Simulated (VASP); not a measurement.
AlN, 4 atoms in the cell. The structure is hexagonal, space group P6_3mc (No. 186). The conventional cell has a = 3.113 Å, b = 3.113 Å, c = 4.981 Å, α = 90.00°, β = 90.00°, γ = 120.00°. Around Al (site symmetry 3m) lie 4 N at 1.89 Å. Around N (site symmetry 3m) lie 4 Al at 1.89 Å. 

- Program: VASP 6.6.1
- Task: band structure
- Functional: HSE03
- Potentials or basis: VASP PAW PBE potentials, release 64 (Al, N)
- Cutoff: 520 eV
- k mesh: 6 × 6 × 4
- Occupations: gaussian, width 0.02 eV
- Spin: no spin polarisation
- Ladder: gaps
- Grid for exact exchange (PRECFOCK): Fast
- Further INCAR settings: ALGO = Normal; EDIFF = 1e-07; NBANDS = 16

Potentials or basis: VASP PAW PBE potentials, release 64 (Al, N).

Command:

```bash
$ cat potpaw_PBE.64/Al/POTCAR potpaw_PBE.64/N/POTCAR > POTCAR
$ cp INCAR.step1 INCAR
$ mpirun -np 4 vasp_std > vasp.out
$ cp INCAR.step2 INCAR
$ mpirun -np 4 vasp_std > vasp.out
```

Hardware: 4 MPI ranks on Intel(R) Xeon(R) 6975P-C (Granite Rapids) (shared host).

Question: How long does it take, and how much memory?

Answer: It took 9.8 min on 4 MPI ranks on Intel(R) Xeon(R) 6975P-C (Granite Rapids), with other jobs on the host, peak memory 0.3 GiB a rank. Counts: scf iterations 64, k points 21.
